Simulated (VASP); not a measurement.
# S (P3_221) in VASP: a series of runs, part 2 of 2

VASP 6.6.1. The steps go on from the part before.

### Step 3. Relaxation of cell and atoms, PBEsol

INCAR

```
SYSTEM = S
ALGO = Fast ; EDIFF = 1E-7
EDIFFG = -0.005 ; ENCUT = 480
GGA = PS ; IBRION = 2
ISIF = 3 ; ISMEAR = 0
LASPH = .TRUE. ; LCHARG = .FALSE.
LREAL = .FALSE. ; LWAVE = .FALSE.
NELM = 100 ; NSW = 90
PREC = Accurate ; SIGMA = 0.02
```

KPOINTS

```
k-points
0
G
  6 6 6
  0 0 0
```

POSCAR

```
S
1.0
    7.8483716200      0.0000000000      0.0000000000
   -3.9241858100      6.7968892000      0.0000000000
    0.0000000000      0.0000000000      4.3718472700
S
9
Direct
    0.1074698100      0.1074698100      0.5000000000
    0.4497097800      0.6897898700      0.7335943500
    0.6897898700      0.4497097800      0.2664056500
    0.8925301900      0.0000000000      0.1666666700
    0.2400800900      0.5502902200      0.0669276800
    0.3102101300      0.7599199100      0.4002610200
    0.5502902200      0.2400800900      0.9330723200
    0.7599199100      0.3102101300      0.5997389800
    0.0000000000      0.8925301900      0.8333333300
```

Potentials or basis: VASP PAW PBE potentials, release 64 (S).

Started as:

```bash
> cat potpaw_PBE.64/S/POTCAR > POTCAR
> mpirun -np 1 vasp_std > vasp.out
```

Wall time 1.9 h (1 thread of Intel Xeon Platinum 8375C at 2.90GHz (Ice Lake), shared host); peak memory 0.42 GiB.

It converged, with:

```yaml
Free_energy: -39.2884 eV
Relaxed_volume: 23.98 Å³/atom
Relaxed_cell: a = 7.565 Å, b = 7.565 Å, c = 4.356 Å, α = 90.00°, β = 90.00°, γ = 120.00°
Space_group_after_relaxing_to_0.05_Å: P3_221 (No. 154)
Energy_gained_by_relaxing: 3.7 meV/atom
Ionic_steps: 71
Pressure_after_relaxing: 0.0 GPa
Largest_force_after_relaxing: 0.004 eV/Å
Band_gap_on_the_k_mesh: 1.93 eV, indirect (least direct gap 2.02 eV)
```

Forces on the atoms (eV/Å):
```
S    0.000  0.000  0.000
S    0.000 -0.002 -0.003
S   -0.002 -0.001  0.003
S    0.000  0.000  0.000
S   -0.002  0.001 -0.003
S    0.002  0.001 -0.003
S    0.002 -0.001  0.003
S    0.000  0.002  0.003
S    0.000  0.000  0.000
```

Step by step:
```
step  energy change (eV)  largest force (eV/Å)  pressure (GPa)  volume (Å³)
   1              0.0000                0.0938           -0.19       233.21
   3             -0.0057                0.0652           -0.39       230.83
   5             -0.0102                0.0411            0.06       227.35
   7             -0.0125                0.0511            0.15       225.70
   9             -0.0264                0.0523            0.14       217.76
  11             -0.0284                0.0645            0.20       214.12
  13             -0.0293                0.0393           -0.04       214.76
  15             -0.0295                0.0148            0.01       214.73
  17             -0.0295                0.0081           -0.02       214.79
  19             -0.0296                0.0206            0.04       214.58
  21             -0.0296                0.0255            0.05       214.51
  23             -0.0297                0.0245            0.05       214.46
  25             -0.0298                0.0204            0.04       214.26
  27             -0.0302                0.0389            0.01       213.46
  29             -0.0304                0.0134            0.04       213.22
  31             -0.0304                0.0122            0.02       213.31
  33             -0.0305                0.0138           -0.03       213.60
  35             -0.0307                0.0074            0.00       213.66
  37             -0.0309                0.0191            0.03       213.85
  39             -0.0310                0.0566           -0.10       214.80
  41             -0.0313                0.0106            0.02       214.44
  43             -0.0314                0.0100            0.03       214.60
  45             -0.0314                0.0635           -0.01       215.95
  47             -0.0317                0.0167           -0.02       215.51
  49             -0.0318                0.0153           -0.02       215.81
  51             -0.0319                0.0234            0.02       215.92
  53             -0.0321                0.0094            0.01       216.19
  55             -0.0323                0.0289           -0.08       216.52
  57             -0.0326                0.0264           -0.01       216.45
  59             -0.0326                0.0359            0.02       216.41
  61             -0.0326                0.0204            0.00       216.43
  63             -0.0328                0.0112           -0.03       216.30
  65             -0.0329                0.0074           -0.02       216.06
  67             -0.0329                0.0051            0.01       216.00
  69             -0.0329                0.0072            0.01       215.94
  71             -0.0330                0.0038           -0.01       215.86
```

Final structure:
```
S
1.0
     7.56482    0.00000    0.00000
    -3.78241    6.55133    0.00000
     0.00000    0.00000    4.35557
S
9
Direct
  0.11234 0.11234 0.50000
  0.44864 0.67474 0.76788
  0.67474 0.44864 0.23212
  0.88766 0.00000 0.16667
  0.22610 0.55136 0.10121
  0.32526 0.77390 0.43454
  0.55136 0.22610 0.89879
  0.77390 0.32526 0.56546
  0.00000 0.88766 0.83333
```

Levels at points of the mesh, in eV from the valence-band top:
```csv
k point,band 23,band 24,band 25,band 26,band 27,band 28,band 29,band 30,band 31,band 32
"(0.00, 0.00, 0.00)",-2.12,-2.12,-0.81,-0.65,-0.31,3.44,3.44,3.53,3.57,3.57
"(0.50, 0.00, 0.00)",-2.07,-1.86,-0.64,-0.58,-0.48,2.74,3.17,3.24,3.70,3.82
"(0.00, 0.00, 0.50)",-0.55,-0.53,-0.53,-0.24,-0.24,2.20,2.34,2.40,2.40,2.45
"(0.50, 0.00, 0.50)",-0.81,-0.68,-0.49,-0.47,-0.09,1.93,2.28,2.57,2.62,3.05
```

Caveat: the PAW data sets were made with another functional, which shifts forces and pressure a little.
